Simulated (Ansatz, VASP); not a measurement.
## One calculation of Si, two programs

```
CELL_PARAMETERS angstrom
0.00000 2.71076 2.71076
2.71076 0.00000 2.71076
2.71076 2.71076 0.00000
ATOMIC_POSITIONS crystal
Si 0.75000 0.75000 0.75000
Si 0.50000 0.50000 0.50000
```

Alike in both runs: functional PBE; dispersion D3(BJ); k mesh 10 × 10 × 10; occupations gaussian, width 0.02 eV; no spin polarisation.

Ansatz relaxed the structure, and its values are those at the end. VASP's run is a single point on that final structure, the one shown.

```csv
,VASP,Ansatz
version,VASP 6.6.1,Ansatz 0.2.0
potentials or method,"VASP PAW PBE potentials, release 64 (Si)","scalar-relativistic, plane waves, PAW"
plane-wave cutoff (eV),520,420
valence electrons in the cell,8,8
```

|  | VASP | Ansatz | Ansatz less VASP |
| --- | --- | --- | --- |
| gap on the k mesh at the Fermi level (eV) | 0.57 | 0.57 | -0.002 |
| least direct gap on the mesh (eV) | 2.57 | 2.56 | -0.005 |
| pressure (GPa) | -0.1 | 0.0 | +0.08 |

The functional is the same, so the differences come from potentials, cutoffs and numerics.

A k mesh can miss the band edges.
